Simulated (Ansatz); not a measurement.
PtS2 in Ansatz: the effect of functional

The system is PtS2.

```
Pt S
1.0
     3.56667    0.00000    0.00000
    -1.78333    3.08882    0.00000
     0.00000    0.00000    5.07217
Pt S
1 2
Direct
  0.00000 0.00000 0.00000
  0.66667 0.33333 0.77300
  0.33333 0.66667 0.22700
```

The cell isn't the ideal one: volume scaled by 1.02.

Alike in all runs:

```yaml
Program: Ansatz 0.2.0
Task: single point
Potentials_or_basis: Ansatz PAW
k_mesh: 9 × 9 × 5
Occupations: fermi-dirac, width 0.05 eV
Spin: no spin polarisation
```

```tsv
functional	cutoff	gap on the mesh (eV)	pressure (GPa)	largest force (eV/Å)
PBEsol	420 eV (not typed: the program's choice for these potentials)	0.93	3.2	0.65
r2SCAN	500 eV (not typed: the program's choice for these potentials)	?	?	?
LDA	420 eV (not typed: the program's choice for these potentials)	0.88	0.5	0.51
```

Problem. What does the run with functional r2SCAN give?

Solution. gap on the mesh 1.17 eV; pressure 5.9 GPa; largest force 0.91 eV/Å.

Caveats: odd divisions of the mesh miss points on the zone boundary, where band edges often lie, so the gap on the mesh can be too wide; spin-orbit coupling is left out, which moves the levels of the heavy elements; the PAW data sets come from PBE, with cores solved anew for the run's functional, which leaves a small shift of forces and pressure.

A k mesh can miss the band edges.

Runs at the PBE level aren't shown here.
